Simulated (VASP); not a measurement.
# CoO (P3m1) in VASP: further runs

One crystal, CoO, is run at these levels: PBE; tasks: single point.

Everything below comes from runs of VASP 6.6.1. Logs are shortened: lines on timing, memory, paths and dates and some standing lists are left out, and cuts for length are marked.

### 1 The structure

It takes space group P6_3mc (No. 186, hexagonal). The conventional cell has a = 3.198 Å, b = 3.198 Å, c = 5.229 Å, α = 90.00°, β = 90.00°, γ = 120.00°. Around Co (site symmetry 3m) lie 4 O at 1.93 to 1.97 Å. Around O (site symmetry 3m) lie 4 Co at 1.93 to 1.97 Å.

Measurements of this composition are mostly on another form, of space group No. 225.

### 2 Single point, PBE, collinear spin, ferromagnetic start

The input, INCAR:

```
PREC = Accurate
ENCUT = 450
EDIFF = 0.001
ISMEAR = 0
SIGMA = 0.05
LREAL = F
LASPH = T
NELM = 100
ALGO = Normal
ISIF = 2
LWAVE = F
LCHARG = F
ISPIN = 2
MAGMOM = 2 2 0 0
LORBIT = 11
LMAXMIX = 4
GGA = PE
NBANDS = 27
ADDGRID = F
```

The input, KPOINTS:

```
Automatic mesh
0
Gamma
  5 5 3
```

The input, POSCAR:

```
CoO
1.0
    3.1976457435      0.0000000000      0.0000000000
   -1.5988228718      2.7692424462      0.0000000000
    0.0000000000      0.0000000000      5.2287097100
Co O
2 2
Direct
    0.3333333333      0.6666666667      0.5033624100
    0.0000000000      0.0000000000      0.0034741400
    0.3333333333      0.6666666667      0.8715556000
    0.0000000000      0.0000000000      0.3716088500
```

Potentials or basis: VASP PAW PBE potentials, release 64 (Co, O).

Command:

```console
cat potpaw_PBE.64/Co/POTCAR potpaw_PBE.64/O/POTCAR > POTCAR
mpirun -np 1 vasp_std > vasp.out
```

OUTCAR:

```text
PREC = Accurate
   ENCUT = 450
   EDIFF = 0.001
   ISMEAR = 0
   LREAL = F
   LASPH = T
   NELM = 100
   ISIF = 2
   ISPIN = 2
   LORBIT = 11
   GGA = PE

 Found     12 irreducible k-points:

 Following reciprocal coordinates:
            Coordinates               Weight
  0.000000  0.000000  0.000000      1.000000
  0.200000  0.000000  0.000000      6.000000
  0.400000  0.000000  0.000000      6.000000
  0.200000  0.200000  0.000000      6.000000
  0.400000  0.200000  0.000000      6.000000
  0.000000  0.000000  0.333333      2.000000
   k-points           NKPTS =     12   k-points in BZ     NKDIM =     12   number of bands    NBANDS=     27
   number of dos      NEDOS =    301   number of ions     NIONS =      4
   total plane-waves  NPLWV =  20736
   dimension x,y,z NGX =    24 NGY =   24 NGZ =   36
   dimension x,y,z NGXF=    48 NGYF=   48 NGZF=   72
   ions per type =               2   2
   NGX,Y,Z   is equivalent  to a cutoff of  12.48, 12.48, 11.45 a.u.
   NGXF,Y,Z  is equivalent  to a cutoff of  24.96, 24.96, 22.89 a.u.
 SYSTEM =  unknown system
   PREC   = accura    normal or accurate (medium, high low for compatibility)
   ISTART =      0    job   : 0-new  1-cont  2-samecut
   ICHARG =      2    charge: 1-file 2-atom 10-const
   ISPIN  =      2    spin polarized calculation?
   LNONCOLLINEAR =      F non collinear calculations
   LSORBIT =      F    spin-orbit coupling
   LASPH  =      T    aspherical Exc in radial PAW
   ENCUT  =  450.0 eV  33.07 Ry    5.75 a.u.   5.53  5.53  9.04*2*pi/ulx,y,z
   NELM   =    100;   NELMIN=  2; NELMDL= -5     # of ELM steps
   EDIFF  = 0.1E-02   stopping-criterion for ELM
   LREAL  =      F    real-space projection
   EDIFFG = 0.1E-01   stopping-criterion for IOM
   NSW    =      0    number of steps for IOM
   IBRION =     -1    ionic relax: 0-MD 1-quasi-New 2-CG
   NFREE  =      0    steps in history (QN), initial steepest desc. (CG)
   ISIF   =      2    stress and relaxation
   ISYM   =      2    0-nonsym 1-usesym 2-fastsym
   POTIM  = 0.5000    time-step for ionic-motion
   TEBEG  =    0.0;   TEEND  =   0.0 temperature during run
   PSTRESS=    0.0 pullay stress
   NELECT =      30.0000    total number of electrons
   NUPDOWN=      -1.0000    fix difference up-down
   EMIN   =  10.00;   EMAX   =-10.00  energy-range for DOS
   EFERMI =   0.00;   METHOD = LEGACY
   ISMEAR =     0;   SIGMA  =   0.05  broadening in eV -4-tet -1-fermi 0-gaus
   EFERMI_NEDOS =   21; number of points for ismear=-14 and -15
   IALGO  =     38    algorithm
   IMIX   =      4    mixing-type and parameters
     AMIX     =   0.40;   BMIX     =  1.00
     AMIX_MAG =   1.60;   BMIX_MAG =  1.00
  volume/ion in A,a.u.               =      11.58        78.11
  Fermi-wavevector in a.u.,A,eV,Ry     =   1.416620  2.677023 27.304329  2.006812
  Thomas-Fermi vector in A             =   2.537935
   LORBIT       =     11    0 simple, 1 ext, 2 COOP (PROOUT), +10 PAW based schemes
   GGA     = PE    functional components
   LHFCALC =     F    Hartree Fock is set to
   AEXX    =    0.0000 exact exchange contribution
   IVDW    =     0    specifies the selected vdW correction
   LEPSILON=     F    determine dielectric tensor
   LRPA    =     F    only Hartree local field effects (RPA)
 spin polarized calculation
 Gauss-broadening in eV      SIGMA  =   0.05
  energy-cutoff  :      450.00
  volume of cell :       46.30
 maximum number of plane-waves:      1020
 NGX is ok and might be reduce to    24
   NGX = 11   NGY = 11   NGZ = 19

 number of electron      30.0000009 magnetization       5.9047649

 Free energy of the ion-electron system (eV)
  ---------------------------------------------------
  ext. energy  EPLUGINS =         0.00000000
  ---------------------------------------------------
  free energy    TOTEN  =       -26.63354121 eV

  energy without entropy =      -26.63141804  energy(sigma->0) =      -26.63247962

 E-fermi :   5.9976     XC(G=0): -11.1175

 val. band max:        5.9880199684   @ k =   0.4000   0.2000   0.0000
 cond. band min:       6.1086263425   @ k =   0.4000   0.2000   0.3333
 fundamental gap:      0.1206063740
 Fermi energy:         5.9976109061

 spin component 1

 k-point     1 :       0.0000    0.0000    0.0000
  band No.  band energies     occupation
      1     -13.9848      1.00000
      2     -13.3543      1.00000
      3      -1.0116      1.00000
      4      -0.2384      1.00000
      5      -0.0703      1.00000
      6      -0.0703      1.00000
[... 19 lines left out ...]
     26      20.7701      0.00000
     27      22.1493      0.00000
[... 127 lines left out ...]
      5      -0.0014      1.00000
      6      -0.0014      1.00000
[... 19 lines left out ...]
     26      20.0878      0.00000
     27      23.3314      0.00000

 [... further k-points ...]

 spin component 2

 k-point     1 :       0.0000    0.0000    0.0000
  band No.  band energies     occupation
      1     -13.4177      1.00000
      2     -12.7542      1.00000
      3      -0.4666      1.00000
      4       1.0781      1.00000
      5       1.2220      1.00000
      6       1.2220      1.00000
[... 19 lines left out ...]
     26      21.2936      0.00000
     27      23.2091      0.00000
[... 127 lines left out ...]
      5       1.2531      1.00000
      6       1.2531      1.00000
[... 19 lines left out ...]
     26      20.6747      0.00000
     27      24.0386      0.00000

 [... further k-points ...]

------------------------ aborting loop because EDIFF is reached ----------------------------------------

  FORCE on cell =-STRESS in cart. coord.  units (eV):
  Direction    XX          YY          ZZ          XY          YZ          ZX
  --------------------------------------------------------------------------------------
  -------------------------------------------------------------------------------------
  Total        0.1633731      0.1633731      1.2550747     -0.0000000      0.0000000      0.0000000
  in kB        5.6533436      5.6533436     43.4304458     -0.0000000      0.0000000      0.0000000
  external PRESSURE =      18.2457110 kB  Pullay stress =       0.0000000 kB

 VOLUME and BASIS-vectors are now :
 -----------------------------------------------------------------------------
  energy-cutoff  :      450.00
  volume of cell :       46.30
      direct lattice vectors                 reciprocal lattice vectors
     3.197645743  0.000000000  0.000000000     0.312730077  0.180554794  0.000000000
    -1.598822872  2.769242446  0.000000000     0.000000000  0.361109588  0.000000000
     0.000000000  0.000000000  5.228709710     0.000000000  0.000000000  0.191251773

 POSITION                                       TOTAL-FORCE (eV/Angst)
 -----------------------------------------------------------------------------------
     -0.00000      1.84616      2.63194         0.000000      0.000000     -0.289458
      0.00000      0.00000      0.01817        -0.000000     -0.000000     -0.295421
     -0.00000      1.84616      4.55711         0.000000     -0.000000      0.293504
      0.00000      0.00000      1.94303         0.000000     -0.000000      0.291375
 -----------------------------------------------------------------------------------
    total drift:                               -0.000000     -0.000001      0.005412

  FREE ENERGIE OF THE ION-ELECTRON SYSTEM (eV)
  ---------------------------------------------------
  free  energy   TOTEN  =       -26.6335412113 eV

  energy  without entropy=      -26.6314180368  energy(sigma->0) =      -26.63247962

 total charge

# of ion       s       p       d       tot
------------------------------------------
    1        0.348   0.434   7.189   7.970
    2        0.348   0.434   7.191   7.973
    3        1.560   3.452   0.000   5.012
    4        1.560   3.452   0.000   5.013
--------------------------------------------------
tot          3.816   7.772  14.380  25.968

 magnetization (x)

# of ion       s       p       d       tot
------------------------------------------
    1        0.016   0.060   2.436   2.513
    2        0.016   0.060   2.434   2.511
    3        0.022   0.299   0.000   0.320
    4        0.022   0.298   0.000   0.320
--------------------------------------------------
tot          0.076   0.717   4.871   5.664
```

OSZICAR:

```text
N       E                     dE             d eps       ncg     rms          rms(c)
DAV:   1     0.235005993845E+03    0.23501E+03   -0.12440E+04  1304   0.116E+03
DAV:   2    -0.694792610873E+01   -0.24195E+03   -0.21743E+03  1345   0.292E+02
DAV:   3    -0.314899024223E+02   -0.24542E+02   -0.23341E+02  1458   0.108E+02
DAV:   4    -0.319965292828E+02   -0.50663E+00   -0.50524E+00  1434   0.163E+01
DAV:   5    -0.320135418446E+02   -0.17013E-01   -0.17010E-01  1700   0.274E+00    0.253E+01
DAV:   6    -0.310336302425E+02    0.97991E+00   -0.45717E+01  1704   0.950E+01    0.344E+01
DAV:   7    -0.264996577135E+02    0.45340E+01   -0.14409E+01  1512   0.794E+01    0.111E+01
DAV:   8    -0.266751166406E+02   -0.17546E+00   -0.20103E+00  1660   0.110E+01    0.641E+00
DAV:   9    -0.266279946699E+02    0.47122E-01   -0.10787E+00  2011   0.151E+01    0.456E+00
DAV:  10    -0.266380155698E+02   -0.10021E-01   -0.79875E-01  1947   0.131E+01    0.263E+00
DAV:  11    -0.266414007752E+02   -0.33852E-02   -0.13928E-01  1939   0.583E+00    0.115E+00
DAV:  12    -0.266331156607E+02    0.82851E-02   -0.30135E-02  1860   0.257E+00    0.288E-01
DAV:  13    -0.266335412113E+02   -0.42555E-03   -0.58776E-03  1418   0.679E-01
   1 F= -.26633541E+02 E0= -.26632480E+02  d E =-.212317E-02  mag=     5.8960
```

Run time: 11 s. Hardware: 1 thread of Intel Xeon 6975P-C (Granite Rapids), shared host; peak memory 0.17 GiB.

The run converged, but some of its settings lie outside the range that counts as converged, so its numbers aren't taken as properties of the crystal.

What came out:

| Property | Result |
| --- | --- |
| Free energy | -26.6335 eV |
| Largest force | 0.295 eV/Å |
| Band gap on the k mesh | none (metal or under the smearing width) |
| Net moment | 5.90 μB per cell |
| Site moments | Co +2.51; O +0.32 μB |
| Valence electrons inside the program's atomic spheres | Co 7.97; O 5.01 |

Caveat: the k mesh is coarse (spacing up to 0.45 Å⁻¹), so the values aren't converged; the cutoff is under 1.25 times the usual one of these potentials, so pressure, stress and relaxed cells hold a basis-set (Pulay) error; semilocal functionals often make such compounds metallic where correlation or magnetic order opens a gap, which also shifts bond lengths.

### 3 Single point, PBE, collinear spin, ferromagnetic start

INCAR is that of step 2.

KPOINTS is that of step 2.

The input, POSCAR:

```
CoO
1.0
    3.1976457435      0.0000000000      0.0000000000
   -1.5988228718      2.7692424462      0.0000000000
    0.0000000000      0.0000000000      5.2287097100
Co O
2 2
Direct
    0.3365030000      0.6381030000      0.5003980000
    0.0481210000      0.0161470000     -0.0014250000
    0.3062570000      0.6452830000      0.8672390000
    0.0541720000      0.0112240000      0.3867870000
```

Potentials or basis: VASP PAW PBE potentials, release 64 (Co, O).

Command:

```console
cat potpaw_PBE.64/Co/POTCAR potpaw_PBE.64/O/POTCAR > POTCAR
mpirun -np 1 vasp_std > vasp.out
```

It took 24 s on 1 thread of Intel Xeon 6975P-C (Granite Rapids), shared host; peak memory 0.2 GiB.

The run converged, but some of its settings lie outside the range that counts as converged, so its numbers aren't taken as properties of the crystal.

Results:

- Free energy: -26.4221 eV
- Largest force: 1.372 eV/Å
- Band gap on the k mesh: none (metal or under the smearing width)
- Net moment: 5.66 μB per cell
- Site moments: Co +2.44, +2.41; O +0.31, +0.30 μB
- Valence electrons inside the program's atomic spheres: Co 8.04, 7.98; O 5.01

Caveat: the k mesh is coarse (spacing up to 0.45 Å⁻¹), so the values aren't converged; the cutoff is under 1.25 times the usual one of these potentials, so pressure, stress and relaxed cells hold a basis-set (Pulay) error; semilocal functionals often make such compounds metallic where correlation or magnetic order opens a gap, which also shifts bond lengths.

### 4 Single point, PBE, collinear spin, ferromagnetic start

Edit INCAR of step 3 so:

```diff
@@ -2,3 +2,3 @@
 ENCUT = 450
-EDIFF = 0.001
+EDIFF = 1E-4
 ISMEAR = 0
```

KPOINTS is that of step 3.

The input, POSCAR:

```
CoO
1.0
    3.1976457435      0.0000000000      0.0000000000
   -1.5988228718      2.7692424462      0.0000000000
    0.0000000000      0.0000000000      5.2287097100
Co O
2 2
Direct
    0.3333333333      0.6666666667      0.5033624100
    0.0000000000      0.0000000000      0.0034741400
    0.3333333333      0.6666666667      0.8715556000
    0.0000000000      0.0000000000      0.3716088500
```

Command:

```console
cat potpaw_PBE.64/Co/POTCAR potpaw_PBE.64/O/POTCAR > POTCAR
mpirun -np 1 vasp_std > vasp.out
```

It took 12 s on 1 thread of Intel Xeon 6975P-C (Granite Rapids), shared host; peak memory 0.17 GiB.

These settings aren't checked as converged: the numbers below hold their error.

Results:

```
Free energy                                           : -26.6335 eV
Largest force                                         : 0.292 eV/Å
Band gap on the k mesh                                : none (metal or under the smearing width)
Net moment                                            : 5.90 μB per cell
Site moments                                          : Co +2.51; O +0.32 μB
Valence electrons inside the program's atomic spheres : Co 7.97; O 5.01
```

Caveat: the k mesh is coarse (spacing up to 0.45 Å⁻¹), so the values aren't converged; the cutoff is under 1.25 times the usual one of these potentials, so pressure, stress and relaxed cells hold a basis-set (Pulay) error; semilocal functionals often make such compounds metallic where correlation or magnetic order opens a gap, which also shifts bond lengths.

(Continued in part 2 of 2.)
